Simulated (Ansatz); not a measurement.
HgSe, 2 atoms in the cell. The structure is cubic, space group F-43m (No. 216). The conventional cell has a = 6.078 Å, b = 6.078 Å, c = 6.078 Å, α = 90.00°, β = 90.00°, γ = 90.00°. Hg (site symmetry -43m) has 4 Se at 2.63 Å as nearest neighbours. Se (site symmetry -43m) has 4 Hg at 2.63 Å as nearest neighbours. 

```yaml
Program: Ansatz 0.2.0
Task: density of states
Functional: B3LYP
Dispersion: D3(BJ)+ATM
Potentials_or_basis: Ansatz PAW
Cutoff: 420 eV
Density_cutoff: 1680 eV
k_mesh: 4 × 4 × 4
Occupations: methfessel-paxton, width 0.1 eV
Spin: spin-orbit coupling, no magnetisation
Driver: chain
```

Potentials or basis: Ansatz PAW.

Launch:

```console
$ python run.py
```

Hardware: 2 threads of Arm Neoverse V2 (shared host).

Question: How long does it take, and how much memory?

Answer: Run time: 67 s on 2 threads of Arm Neoverse V2 (shared host), peak memory 1.3 GiB. Counts: scf iterations 26, plane waves 1067, k points 8, bands 42, engine runs 1.
